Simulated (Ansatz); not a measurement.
# Band structure of AlRu

```
CELL_PARAMETERS angstrom
2.99160 0.00000 0.00000
0.00000 2.99160 0.00000
0.00000 0.00000 2.99160
ATOMIC_POSITIONS crystal
Al 0.00000 0.00000 0.00000
Ru 0.50000 0.50000 0.50000
```

Atom numbers follow the list: Al1, Ru2.

The cell is COD entry 1527371, as deposited and not checked against the literature; nothing was relaxed.

Spin polarisation is left out, and whether a magnetic state lies lower isn't shown here.

Method: Ansatz 0.2.0, DFT, PBE, all-electron LAPW, scalar-relativistic.

The runs use a Γ-centred 12×12×12 k mesh, Fermi–Dirac smearing of 0.05 eV, basis error target 1 meV/atom, no spin polarisation.

Points in fractions of the reciprocal vectors of this cell: Γ (0, 0, 0), X (0, 0.5, 0), M (0.5, 0.5, 0), R (0.5, 0.5, 0.5). The path joins them by straight lines in the order Γ–X–M–Γ–R–X–R–M; legs that retrace an earlier one aren't tabulated. Energies are in eV from the Fermi level.

Problem. Is there a gap?

Solution. none: with an odd electron count and no spin polarisation the bands can't all be full, a metal in this set-up (spin order or a larger cell could open a gap).

Problem. List the levels between -8 and 4 eV at the symmetry points.

Solution. 
Γ: -3.55 (×2), 0.19 (×3)
X: -5.82, -5.48, -2.75, -1.59 (×2), 0.44, 2.30
M: -6.03, -3.05, -1.36 (×2), -1.16 (×2), 1.55
R: -4.62 (×3), 1.64 (×2), 2.58
